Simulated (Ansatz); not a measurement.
**Relaxing Cu**

These are results of DFT PBE, scalar-relativistic, plane waves, PAW in Ansatz 0.2.0, not measurements. Cutoff 420 eV, Γ-centred k mesh, Gaussian smearing, no spin polarisation in the final step.

The start puts Cu on the omega structure type (P6/mmm, No. 191), at a guessed volume.

```
Cu
1.0
     4.21994    0.00000    0.00000
    -2.10997    3.65458    0.00000
     0.00000    0.00000    2.58701
Cu
3
Direct
  0.00000 0.00000 0.00000
  0.33333 0.66667 0.50000
  0.66667 0.33333 0.50000
```

Cell and atoms relax at zero pressure; the relaxation can't lower the symmetry of the start. After a coarse first stage the cell is made exact in the group found at 0.06 Å.

Energies count from the standard state of Cu at the same level.

(1) Describe the relaxed structure.

(2) What are its volume, energy, density and gap?

Answers

(1) It keeps P6/mmm (No. 191). The result has the omega structure. Conventional cell: a = 4.128 Å, c = 2.474 Å. Cu on Wyckoff site a (1 atom of the primitive cell) is coordinated by 2 Cu at 2.47 Å and 12 Cu at 2.69 Å; around Cu on Wyckoff site d (2 atoms of the primitive cell) lie 5 Cu at 2.38–2.47 Å and 6 Cu at 2.69 Å.

```cif
data_structure
_symmetry_space_group_name_H-M 'P6/mmm'
_symmetry_Int_Tables_number 191
_cell_length_a 4.1285
_cell_length_b 4.1285
_cell_length_c 2.4740
_cell_angle_alpha 90.000
_cell_angle_beta 90.000
_cell_angle_gamma 120.000
_cell_volume 36.52
loop_
_atom_site_label
_atom_site_type_symbol
_atom_site_symmetry_multiplicity
_atom_site_Wyckoff_symbol
_atom_site_fract_x
_atom_site_fract_y
_atom_site_fract_z
_atom_site_occupancy
Cu1 Cu 1 a 0.00000 0.00000 0.00000 1
Cu2 Cu 2 d 0.33333 0.66667 0.50000 1
```

(2) The volume per atom is 12.17 Å³ and the density is 8.67 g/cm³. The energy over the standard structure is 0.08 eV/atom. The gap on the 12×12×18 mesh is 0 eV (a metal).

The final run used a 12×12×18 mesh on its 3-atom cell and 0.10 eV smearing. The k mesh leaves about 4 meV/atom of noise in metals. A structure relaxed within its symmetry needn't be a true minimum. The steps took about 80 core-seconds in all.